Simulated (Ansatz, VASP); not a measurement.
# One calculation of H, two programs

File INCAR:

```
SYSTEM = H
PREC     = Accurate       ! precision mode
ENCUT    = 520            ! plane-wave cutoff, eV
EDIFF    = 1E-7           ! SCF threshold, eV
ISMEAR   = 0              ! smearing method
SIGMA    = 0.05           ! smearing width, eV
LREAL    = .False.        ! projectors in reciprocal space
LASPH    = .True.         ! aspherical terms in the spheres
NELM     = 100            ! most SCF steps
ALGO     = Normal         ! electronic algorithm
ISIF     = 2              ! what is computed and relaxed
LWAVE    = .False.        ! write WAVECAR
LCHARG   = .True.         ! write CHGCAR
GGA      = PS             ! functional
LELF     = .True.         ! ELF
LVHAR    = .True.       
NBANDS   = 10             ! bands
```

File KPOINTS:

```
regular mesh
0
Gamma
  6 6 6
  0 0 0
```

The input POSCAR:

```
H
1.0
    2.5447769385     -2.4898976723      0.0000000000
    2.5447769385      2.4898976723      0.0000000000
    0.0000000000      0.0000000000      4.0796907300
H
4
Direct
    0.9532956300      0.0467043700      0.0685088900
    0.4532956300      0.5467043700      0.4314911100
    0.5467043700      0.4532956300      0.5685088900
    0.0467043700      0.9532956300      0.9314911100
```

Input for Ansatz:

```yaml
crystal:
  lattice:
    - [2.5447769385, -2.4898976723, 0.0]
    - [2.5447769385, 2.4898976723, 0.0]
    - [0.0, 0.0, 4.07969073]
  atoms:
    - { symbol: H, position: [0.95329563, 0.04670437, 0.06850889] }
    - { symbol: H, position: [0.45329563, 0.54670437, 0.43149111] }
    - { symbol: H, position: [0.54670437, 0.45329563, 0.56850889] }
    - { symbol: H, position: [0.04670437, 0.95329563, 0.93149111] }
basis:
  ecutwfc: 420
kpoints:
  mp_grid: { grid: [6, 6, 6] }
hamiltonian:
  xc: pbesol
scf:
  occupations: { method: gaussian, width: 0.05 }
output:
  forces: true
  stress: true
  eigenvalues: true
```

Change from the starting cell: strain -0.030 along x and y, -0.015 along z, atoms carried along.

Alike in both runs: task single point; functional PBEsol; k mesh 6 × 6 × 6; occupations gaussian, width 0.05 eV; no spin polarisation.

|  | VASP | Ansatz |
| --- | --- | --- |
| version | VASP 6.6.1 | Ansatz 0.2.0 |
| potentials or method | VASP PAW PBE potentials, release 64 (H) | scalar-relativistic, plane waves, PAW |
| plane-wave cutoff (eV) | 520 | 420 |
| valence electrons in the cell | 4 | 4 |

|  | VASP | Ansatz | Ansatz less VASP |
| --- | --- | --- | --- |
| gap on the k mesh at the Fermi level (eV) | 9.18 | 9.18 | +0.002 |
| least direct gap on the mesh (eV) | 9.87 | 9.87 | +0.003 |
| pressure (GPa) | 1.6 | 1.8 | +0.18 |
| largest component of the traceless stress (GPa) | 1.75 | 1.77 | +0.016 |
| rms of the force components (eV/Å) | 0.684 | 0.684 | -0.0003 |

Atom by atom the forces differ by 0.000 eV/Å (rms over components). With one functional, cell and mesh, what is left measures potentials, basis and numerics.

Caveats: the PAW data sets were made with another functional, which shifts forces and pressure a little (VASP). A k mesh can miss the band edges.
